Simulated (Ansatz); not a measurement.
# Li: the cost of one run

Computed with Ansatz 0.2.0 (DFT PBE, scalar-relativistic, plane waves, PAW, unless a step's input says otherwise).

2 further runs of the same task are left out: 1 that didn't finish, 1 set aside as unsound or not needed.

**1. Starting point**

Symmetry: Im-3m, No. 229, cubic system. The conventional cell has a = 3.500 Å, b = 3.500 Å, c = 3.500 Å, α = 90.00°, β = 90.00°, γ = 90.00°. Around Li (site symmetry m-3m) lie 8 Li at 3.03 Å.

Structure file:

```xyz
1
Lattice="-1.7500 1.7500 1.7500 1.7500 -1.7500 1.7500 1.7500 1.7500 -1.7500" Properties=species:S:1:pos:R:3 pbc="T T T"
Li    0.0000    0.0000    0.0000
```

The structure comes from the Crystallography Open Database.

**2. Random moves and strain, cell strained**

Against the listed cell: strain xx, yy, zz, yz, xz, xy = +3.4, +1.7, +2.2, -0.1, +0.1, +0.0 %.

File input.yaml:

```yaml
crystal:
  lattice:
    - [-1.8084675, 1.77828, 1.78493]
    - [1.8132975, -1.781325, 1.792805]
    - [1.8072775, 1.780135, -1.787975]
  atoms:
    - { symbol: Li, position: [0.0, 0.0, 0.0] }
basis:
  ecutwfc: 420
kpoints:
  mp_grid: { grid: [14, 14, 14] }
hamiltonian:
  xc: pbe
scf:
  occupations: { method: gaussian, width: 0.1 }
output:
  forces: true
  stress: true
  eigenvalues: true
  populations: true
```

The run is started by

```console
> ansatz run input.yaml --threads 1 --pin off --max-ram 1331MiB --backend cpu --events-out ev --progress --plain --runs-dir out
```

Q: Estimate wall time and peak memory on 1 thread of an x86-64 CPU, shared host.

About 21 s, with a peak of 0.52 GiB.
